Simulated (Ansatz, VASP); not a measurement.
**CdF2 in VASP and in Ansatz**

The input INCAR:

```
PREC = Accurate
ENCUT = 520
EDIFF = 1E-7
ISMEAR = 0
SIGMA = 0.01
LREAL = False
LASPH = True
NELM = 60
ALGO = Normal
ISIF = 2
LWAVE = False
LCHARG = False
GGA = PS
NBANDS = 20
```

The input KPOINTS:

```
Automatic mesh
0
Gamma
  8 8 8
```

The input POSCAR:

```
CdF2
1.0
    0.0000000000      2.6940000000      2.6940000000
    2.6940000000      0.0000000000      2.6940000000
    2.6940000000      2.6940000000      0.0000000000
Cd F
1 2
Direct
    0.0000000000      0.0000000000      0.0000000000
    0.7500000000      0.7500000000      0.7500000000
    0.2500000000      0.2500000000      0.2500000000
```

Contents of input.yaml:

```yaml
crystal:
  lattice:
    - [0.0, 2.694, 2.694]
    - [2.694, 0.0, 2.694]
    - [2.694, 2.694, 0.0]
  atoms:
    - { symbol: Cd, position: [0.0, 0.0, 0.0] }
    - { symbol: F, position: [0.75, 0.75, 0.75] }
    - { symbol: F, position: [0.25, 0.25, 0.25] }
kpoints:
  mp_grid: { grid: [8, 8, 8] }
  band_path:
    path:
      - [0.0, 0.0, 0.0]
      - [0.5, 0.0, 0.5]
      - [0.625, 0.25, 0.625]
      - [0.375, 0.375, 0.75]
      - [0.5, 0.5, 0.5]
      - [0.5, 0.25, 0.75]
      - [0.25, -0.5, -0.25]
    npoints: 1
hamiltonian:
  xc: pbesol
scf:
  occupations: { method: fixed }
  n_extra_bands: 4
output:
  forces: true
  stress: true
  eigenvalues: true
```

Alike in both runs: functional PBEsol; k mesh 8 × 8 × 8; no spin polarisation.

```csv
,VASP,Ansatz
version,VASP 6.6.1,Ansatz 0.2.0
potentials or method,"VASP PAW PBE potentials, release 64 (Cd, F)",Ansatz PAW
plane-wave cutoff (eV),520,420
occupations,"gaussian, width 0.01 eV",fixed
valence electrons in the cell,26,34
task,single point,band structure
```

Ansatz gave:

| Item | Value |
| --- | --- |
| gap on the k mesh at the Fermi level (eV) | 2.94 |
| least direct gap on the mesh (eV) | 3.42 |
| pressure (GPa) | -0.2 |

Task: Which values does VASP return?

Result: gap on the k mesh at the Fermi level (eV): 2.90; least direct gap on the mesh (eV): 3.39; pressure (GPa): 0.5.

The two sets of potentials don't hold the same shells in valence.

Caveats: the PAW data sets were made with another functional, which shifts forces and pressure a little (VASP); the PAW data sets come from PBE, with cores solved anew for the run's functional, which leaves a small shift of forces and pressure (Ansatz). PBEsol gaps usually lie below the measured ones, often by a third to a half. A k mesh can miss the band edges.
